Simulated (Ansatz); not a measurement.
Relaxed bulk HfN, space group Fm-3m (No. 225):

```xyz
2
Lattice="0.0000 2.2739 2.2739 2.2739 0.0000 2.2739 2.2739 2.2739 0.0000" Properties=species:S:1:pos:R:3 pbc="T T T"
Hf    0.0000    0.0000    0.0000
N     2.2739    2.2739    2.2739
```

Theory: Ansatz, DFT PBE, scalar-relativistic, plane waves, PAW. Cutoff 420 eV, k spacing 0.19 to 0.25 Å⁻¹, dipole correction; no spin polarisation.

Slabs with different planes and terminations (top/bottom plane) are cut from it in 1×1 cells and relaxed. Each holds whole formula units counted by Hf and an excess Δn of N (negative: a deficit); ΔE is its energy over those formula units in the bulk and the excess in the standard state of N. The formation energy of HfN is -3.311 eV a formula unit (uncorrected), so Δμ(N) runs from -3.311 eV to 0 if no other compound intervenes.

| slab | A (Å²) | Δn(N) | ΔE (eV) |
| --- | --- | --- | --- |
| (111) Hf/Hf, Hf5N4 | 8.96 | -1.00 | 5.532 |
| (111) N/N, Hf5N6 | 8.96 | +1.00 | 0.146 |
| (100) HfN/HfN, Hf5N5 | 10.34 | 0 | 1.868 |

**Question.** Work out each slab's surface energy at the N-rich and N-poor ends.

**Answer.** γ = [ΔE − Δn·Δμ(N)]/(2A) × 16.02 J/m² per eV/Å², the mean of both faces:

| slab | N-rich (J/m²) | N-poor (J/m²) |
| --- | --- | --- |
| (111) Hf/Hf, Hf5N4 | 4.95 | 1.99 |
| (111) N/N, Hf5N6 | 0.13 | 3.09 |
| (100) HfN/HfN, Hf5N5 | 1.45 | 1.45 |

**Question.** Does the lowest surface change with the conditions?

**Answer.** Yes: among these slabs (111) N/N, Hf5N6 is lowest at the N-rich end and (100) HfN/HfN, Hf5N5 at the N-poor end. Their lines cross where (ΔE − Δn·Δμ)/A is equal, at Δμ(N) = -1.47 eV, with γ = 1.45 J/m².

Only the planes named were cut, so another facet can lie lower still. Reconstructions in larger cells weren't sought.